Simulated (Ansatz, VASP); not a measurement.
## One calculation of SiC, two programs

```xyz
2
Lattice="0.0000 2.0741 2.0741 2.0741 0.0000 2.0741 2.0741 2.0741 0.0000" Properties=species:S:1:pos:R:3 pbc="T T T"
Si    0.0000    0.0000    0.0000
C     1.0371    1.0371    1.0371
```

Change from the starting cell: volume scaled by 0.88, PAW files.

Alike in both runs: task single point; functional LDA; k mesh 17 × 17 × 17; occupations fermi-dirac, width 0.05 eV; no spin polarisation.

```csv
,VASP,Ansatz
version,VASP 6.6.1,Ansatz 0.2.0
potentials or method,"VASP PAW LDA potentials, release 64 (Si, C)","PAW with Ansatz's default frozen-core files, scalar-relativistic"
plane-wave cutoff (eV),520,420
valence electrons in the cell,8,8
```

|  | VASP | Ansatz | Ansatz less VASP |
| --- | --- | --- | --- |
| pressure (GPa) | 38.0 | 37.5 | -0.48 |

Caveats: so large a pressure means that the cell lies far from this level's equilibrium, or that cutoff or potentials fall short (VASP). A k mesh can miss the band edges.
